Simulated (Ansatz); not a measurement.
The system is P.

```
CELL_PARAMETERS angstrom
-1.69151 2.51517 1.85894
1.69151 -2.51517 1.85894
1.69151 2.51517 -1.85894
ATOMIC_POSITIONS crystal
P 0.69669 0.94669 0.75000
P 0.30331 0.05331 0.25000
```

This isn't the form of P at room conditions, which is orthorhombic.

Base run:

* Program: Ansatz 0.2.0
* Functional: RPBE
* Potentials or basis: all-electron LAPW, scalar-relativistic
* Cutoff: 236 eV (chosen from the basis error)
* Basis error allowed: 0.001 eV/atom
* k mesh: 11 × 11 × 11
* Occupations: gaussian, width 0.1 eV
* Spin: no spin polarisation

Its results: band gap on the k mesh none (metal or under the smearing width); pressure 4.4 GPa; largest force 0.398 eV/Å.

Q: The run is repeated on the same cell with these changes: functional from RPBE to LDA. What comes out?

A: Band gap on the k mesh none (metal or under the smearing width); pressure -2.1 GPa; largest force 0.316 eV/Å.

LDA binds more tightly than RPBE, so the same cell stands under less pressure.
